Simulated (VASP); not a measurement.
# MgSe (Fm-3m) in VASP: single point with PBEsol

Aim: the single point of MgSe with PBEsol.

Program: VASP 6.6.1. These are calculated values, not measurements. Logs are shortened: lines on timing, memory, paths and dates and some standing lists are left out, and cuts for length are marked.

## Step 1: The crystal as given

It takes space group Fm-3m (No. 225, cubic). The conventional cell has a = 5.451 Å, b = 5.451 Å, c = 5.451 Å, α = 90.00°, β = 90.00°, γ = 90.00°. Around Mg (site symmetry m-3m) lie 6 Se at 2.73 Å. Se (site symmetry m-3m) is surrounded by 6 Mg at 2.73 Å.

## Step 2: Single point, PBEsol

The input, INCAR:

```
ALGO = Fast
EDIFF = 1E-7
ENCUT = 520
GGA = PS
ISIF = 2
ISMEAR = 0
LASPH = T
LCHARG = F
LREAL = F
LWAVE = F
NBANDS = 11
NELM = 60
PREC = Accurate
SIGMA = 0.1
```

The input, KPOINTS:

```
k-points
0
Gamma
  6 6 6
```

The input, POSCAR:

```
MgSe
1.0
    0.0000000000      2.7255000000      2.7255000000
    2.7255000000      0.0000000000      2.7255000000
    2.7255000000      2.7255000000      0.0000000000
Mg Se
1 1
Direct
    0.0000000000      0.0000000000      0.0000000000
    0.5000000000      0.5000000000      0.5000000000
```

Potentials or basis: VASP PAW PBE potentials, release 64 (Mg, Se).

Started as:

```console
$ cat potpaw_PBE.64/Mg/POTCAR potpaw_PBE.64/Se/POTCAR > POTCAR
$ mpirun -np 1 vasp_std > vasp.out
```

OUTCAR:

```text
EDIFF = 1E-7
   ENCUT = 520
   GGA = PS
   ISIF = 2
   ISMEAR = 0
   LASPH = T
   LREAL = F
   NELM = 60
   PREC = Accurate

 ion  position               nearest neighbor table
   1  0.000  0.000  0.000-   2 2.73   2 2.73   2 2.73   2 2.73   2 2.73   2 2.73
   2  0.500  0.500  0.500-   1 2.73   1 2.73   1 2.73   1 2.73   1 2.73   1 2.73

  LATTYP: Found a face centered cubic cell.
 ALAT       =     5.4510000000

  Lattice vectors:

 A1 = (   0.0000000000,   2.7255000000,   2.7255000000)
 A2 = (   2.7255000000,   0.0000000000,   2.7255000000)
 A3 = (   2.7255000000,   2.7255000000,   0.0000000000)

Analysis of symmetry for initial positions (statically):
=====================================================================
 Subroutine PRICEL returns:
 Original cell was already a primitive cell.

 Routine SETGRP: Setting up the symmetry group for a
 face centered cubic supercell.

 Subroutine GETGRP returns: Found 48 space group operations
 (whereof 48 operations were pure point group operations)
 out of a pool of 48 trial point group operations.

The static configuration has the point symmetry O_h .

Analysis of symmetry for dynamics (positions and initial velocities):
=====================================================================
 Subroutine PRICEL returns:
 Original cell was already a primitive cell.

 Routine SETGRP: Setting up the symmetry group for a
 face centered cubic supercell.

 Subroutine GETGRP returns: Found 48 space group operations
 (whereof 48 operations were pure point group operations)
 out of a pool of 48 trial point group operations.

The dynamic configuration has the point symmetry O_h .

 Subroutine INISYM returns: Found 48 space group operations
 (whereof 48 operations are pure point group operations),
 and found     1 'primitive' translations

----------------------------------------------------------------------------------------

                                     Primitive cell

  volume of cell :      40.4919

  direct lattice vectors                    reciprocal lattice vectors
     0.000000000  2.725500000  2.725500000    -0.183452578  0.183452578  0.183452578
     2.725500000  0.000000000  2.725500000     0.183452578 -0.183452578  0.183452578
     2.725500000  2.725500000  0.000000000     0.183452578  0.183452578 -0.183452578

  length of vectors
     3.854439064  3.854439064  3.854439064     0.317749185  0.317749185  0.317749185

  position of ions in fractional coordinates (direct lattice)
     0.000000000  0.000000000  0.000000000
     0.500000000  0.500000000  0.500000000

  ion indices of the primitive-cell ions
   primitive index   ion index
                 1           1
                 2           2

----------------------------------------------------------------------------------------

 KPOINTS: k-points

Automatic generation of k-mesh.
 Grid dimensions read from file:
 generate k-points for:    6    6    6

 Generating k-lattice:

  Cartesian coordinates                     Fractional coordinates (reciprocal lattice)
    -0.030575430  0.030575430  0.030575430     0.166666667  0.000000000  0.000000000
     0.030575430 -0.030575430  0.030575430     0.000000000  0.166666667  0.000000000
     0.030575430  0.030575430 -0.030575430     0.000000000  0.000000000  0.166666667

  Length of vectors
     0.052958198  0.052958198  0.052958198

  Shift w.r.t. Gamma in fractional coordinates (k-lattice)
     0.000000000  0.000000000  0.000000000

 Subroutine IBZKPT returns following result:
 ===========================================

 Found     16 irreducible k-points:

 Following reciprocal coordinates:
            Coordinates               Weight
  0.000000  0.000000  0.000000      1.000000
  0.166667  0.000000  0.000000      8.000000
  0.333333  0.000000  0.000000      8.000000
  0.500000  0.000000  0.000000      4.000000
  0.166667  0.166667  0.000000      6.000000
  0.333333  0.166667  0.000000     24.000000
[... 8 lines left out ...]
 -0.333333  0.333333  0.166667     24.000000
 -0.333333  0.500000  0.166667     12.000000
   k-points           NKPTS =     16   k-points in BZ     NKDIM =     16   number of bands    NBANDS=     11
   number of dos      NEDOS =    301   number of ions     NIONS =      2
   total plane-waves  NPLWV =  27000
   dimension x,y,z NGX =    30 NGY =   30 NGZ =   30
   dimension x,y,z NGXF=    60 NGYF=   60 NGZF=   60
   ions per type =               1   1
   NGX,Y,Z   is equivalent  to a cutoff of  12.94, 12.94, 12.94 a.u.
   NGXF,Y,Z  is equivalent  to a cutoff of  25.88, 25.88, 25.88 a.u.
 SYSTEM =  unknown system
   PREC   = accura    normal or accurate (medium, high low for compatibility)
   ISTART =      0    job   : 0-new  1-cont  2-samecut
   ICHARG =      2    charge: 1-file 2-atom 10-const
   ISPIN  =      1    spin polarized calculation?
   LNONCOLLINEAR =      F non collinear calculations
   LSORBIT =      F    spin-orbit coupling
   LASPH  =      T    aspherical Exc in radial PAW
   ENCUT  =  520.0 eV  38.22 Ry    6.18 a.u.   7.17  7.17  7.17*2*pi/ulx,y,z
   NELM   =     60;   NELMIN=  2; NELMDL= -5     # of ELM steps
   EDIFF  = 0.1E-06   stopping-criterion for ELM
   LREAL  =      F    real-space projection
   EDIFFG = 0.1E-05   stopping-criterion for IOM
   NSW    =      0    number of steps for IOM
   IBRION =     -1    ionic relax: 0-MD 1-quasi-New 2-CG
   NFREE  =      0    steps in history (QN), initial steepest desc. (CG)
   ISIF   =      2    stress and relaxation
   ISYM   =      2    0-nonsym 1-usesym 2-fastsym
   POTIM  = 0.5000    time-step for ionic-motion
   TEBEG  =    0.0;   TEEND  =   0.0 temperature during run
   PSTRESS=    0.0 pullay stress
   NELECT =       8.0000    total number of electrons
   NUPDOWN=      -1.0000    fix difference up-down
   EMIN   =  10.00;   EMAX   =-10.00  energy-range for DOS
   EFERMI =   0.00;   METHOD = LEGACY
   ISMEAR =     0;   SIGMA  =   0.10  broadening in eV -4-tet -1-fermi 0-gaus
   EFERMI_NEDOS =   21; number of points for ismear=-14 and -15
   IALGO  =     68    algorithm
   IMIX   =      4    mixing-type and parameters
     AMIX     =   0.40;   BMIX     =  1.00
     AMIX_MAG =   1.60;   BMIX_MAG =  1.00
  volume/ion in A,a.u.               =      20.25       136.63
  Fermi-wavevector in a.u.,A,eV,Ry     =   0.953488  1.801831 12.369596  0.909140
  Thomas-Fermi vector in A             =   2.082148
   LORBIT       =      0    0 simple, 1 ext, 2 COOP (PROOUT), +10 PAW based schemes
   GGA     = PS    functional components
   LHFCALC =     F    Hartree Fock is set to
   AEXX    =    0.0000 exact exchange contribution
   IVDW    =     0    specifies the selected vdW correction
   LEPSILON=     F    determine dielectric tensor
   LRPA    =     F    only Hartree local field effects (RPA)
 non-spin polarized calculation
 RMM-DIIS sequential band-by-band and
 Gauss-broadening in eV      SIGMA  =   0.10
  energy-cutoff  :      520.00
  volume of cell :       40.49
 maximum number of plane-waves:      1113
 NGX is ok and might be reduce to    30
   NGX = 15   NGY = 15   NGZ = 15

 number of electron       8.0000001 magnetization

 Free energy of the ion-electron system (eV)
  ---------------------------------------------------
  ext. energy  EPLUGINS =         0.00000000
  ---------------------------------------------------
  free energy    TOTEN  =        -8.10071556 eV

  energy without entropy =       -8.10071556  energy(sigma->0) =       -8.10071556

 E-fermi :   3.6488     XC(G=0):  -9.6189

 val. band max:        3.1481366884   @ k =   0.0000   0.0000   0.0000
 cond. band min:       4.9057855572   @ k =   0.5000   0.5000   0.0000
 fundamental gap:      1.7576488688
 Fermi energy:         3.6488059062

 k-point     1 :       0.0000    0.0000    0.0000
  band No.  band energies     occupation
      1      -9.8231      2.00000
      2       3.1481      2.00000
      3       3.1481      2.00000
      4       3.1481      2.00000
      5       5.6461      0.00000
      6      10.4772      0.00000
      7      10.4772      0.00000
      8      10.4772      0.00000
      9      13.0863      0.00000
     10      13.0863      0.00000
     11      13.9371      0.00000

 k-point     2 :       0.1667    0.0000    0.0000
  band No.  band energies     occupation
      1      -9.5901      2.00000
      2       1.2908      2.00000
      3       2.9771      2.00000
      4       2.9771      2.00000
      5       6.9527      0.00000
      6      10.1927      0.00000
      7      10.6672      0.00000
      8      10.6672      0.00000
      9      11.9864      0.00000
     10      11.9864      0.00000
     11      13.5752      0.00000

 k-point     3 :       0.3333    0.0000    0.0000
  band No.  band energies     occupation
      1      -9.0368      2.00000
      2      -0.9114      2.00000
      3       2.6849      2.00000
      4       2.6849      2.00000
      5       7.0443      0.00000
      6       9.6356      0.00000
      7       9.6356      0.00000
      8      11.7047      0.00000
      9      12.9629      0.00000
     10      13.8704      0.00000
     11      13.8704      0.00000
[... 155 lines left out ...]
 k-point    15 :      -0.3333    0.3333    0.1667
  band No.  band energies     occupation
      1      -8.4298      2.00000
      2      -0.9470      2.00000
      3       0.2990      2.00000
      4       1.4274      2.00000
      5       7.6684      0.00000
      6       9.0449      0.00000
      7      11.3804      0.00000
      8      11.4027      0.00000
      9      14.0915      0.00000
     10      15.6467      0.00000
     11      18.4785      0.00000

 k-point    16 :      -0.3333    0.5000    0.1667
  band No.  band energies     occupation
      1      -8.3412      2.00000
      2      -0.7330      2.00000
      3       0.4309      2.00000
      4       0.7257      2.00000
      5       6.7004      0.00000
      6       8.8442      0.00000
      7      11.2878      0.00000
      8      12.5411      0.00000
      9      15.6683      0.00000
     10      16.9469      0.00000
     11      17.7170      0.00000

------------------------ aborting loop because EDIFF is reached ----------------------------------------

  FORCE on cell =-STRESS in cart. coord.  units (eV):
  Direction    XX          YY          ZZ          XY          YZ          ZX
  --------------------------------------------------------------------------------------
  -------------------------------------------------------------------------------------
  Total       -0.0214373     -0.0214373     -0.0214373      0.0000000      0.0000000     -0.0000000
  in kB       -0.8482284     -0.8482284     -0.8482284      0.0000000      0.0000000     -0.0000000
  external PRESSURE =      -0.8482284 kB  Pullay stress =       0.0000000 kB

 VOLUME and BASIS-vectors are now :
 -----------------------------------------------------------------------------
  energy-cutoff  :      520.00
  volume of cell :       40.49
      direct lattice vectors                 reciprocal lattice vectors
     0.000000000  2.725500000  2.725500000    -0.183452578  0.183452578  0.183452578
     2.725500000  0.000000000  2.725500000     0.183452578 -0.183452578  0.183452578
     2.725500000  2.725500000  0.000000000     0.183452578  0.183452578 -0.183452578

 POSITION                                       TOTAL-FORCE (eV/Angst)
 -----------------------------------------------------------------------------------
      0.00000      0.00000      0.00000         0.000000     -0.000000     -0.000000
      2.72550      2.72550      2.72550        -0.000000      0.000000      0.000000
 -----------------------------------------------------------------------------------
    total drift:                               -0.000000     -0.000000      0.000000

  FREE ENERGIE OF THE ION-ELECTRON SYSTEM (eV)
  ---------------------------------------------------
  free  energy   TOTEN  =        -8.1007155597 eV

  energy  without entropy=       -8.1007155597  energy(sigma->0) =       -8.10071556
```

Wall time 18 s (1 thread of AMD EPYC 7R43 (Zen 3), shared host); peak memory 0.13 GiB.

What came out:

- Free energy: -8.1007 eV
- Pressure: -0.1 GPa
- Band gap on the k mesh: 1.76 eV, indirect (least direct gap 2.50 eV)

Caveat: the PAW data sets were made with another functional, which shifts forces and pressure a little.
